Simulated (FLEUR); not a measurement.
Runs of FLEUR MaX-R8.1 (later development tree) on Nb. The structure is cubic, space group Im-3m (No. 229). Conventional cell: a = 3.328 Å, b = 3.328 Å, c = 3.328 Å, α = 90.00°, β = 90.00°, γ = 90.00°. Nb (site symmetry m-3m) has 8 Nb at 2.88 Å as nearest neighbours. 

| task | level | spin | k mesh | gmax | muffin-tin radii | lnonsphr | max iterations | mixing factor | kmax | gap on the mesh (eV) | V0 of scaled cells (Å³/atom) | B0 (GPa) |
| --- | --- | --- | --- | --- | --- | --- | --- | --- | --- | --- | --- | --- |
| equation of state | r2SCAN | off | 11 × 11 × 11 | 12.7 1/bohr | Nb 2.47 bohr | Nb 10 | - | - | 4.1 1/bohr | - | 18.10 | 179 |
| equation of state | PBE | off | 11 × 11 × 11 | 11.8 1/bohr | Nb 2.47 bohr | - | - | - | 3.8 1/bohr | - | (a) | 171 |
| single point | PBEsol | off | 11 × 11 × 11 | 12.7 1/bohr | Nb 2.47 bohr | Nb 10 | 60 | 0.05 | 4.1 1/bohr | none | - | - |
| equation of state | PBEsol | off | 11 × 11 × 11 | 12.7 1/bohr | Nb 2.47 bohr | - | - | - | 4.1 1/bohr | - | 17.59 | 181 |
| single point | PBE | off | 11 × 11 × 11 | 11.8 1/bohr | Nb 2.47 bohr | - | 60 | 0.05 | 3.8 1/bohr | none | - | - |
| equation of state | SCAN | off | 11 × 11 × 11 | 12.7 1/bohr | Nb 2.47 bohr | - | - | - | 4.1 1/bohr | - | 17.95 | 179 |
| equation of state | PBEsol | off | 11 × 11 × 11 | 12.7 1/bohr | Nb 2.47 bohr | Nb 10 | - | - | 4.1 1/bohr | - | 17.59 | 181 |

Alike in all rows: potentials or basis all-electron, FLAPW; cell as given; smearing fermi-dirac 0.05 eV.

Task: Estimate the missing entries.

Result: (a) 18.21.

Caveats: the meta-GGA is that of a development version, with a GGA for the radial functions and cores and without core tails (some runs).

A k mesh can miss the band edges, and the runs leave out spin-orbit coupling on Nb.

A gap of «none» marks a metal or a gap under the smearing width.

Not every run made on this cell is shown here.
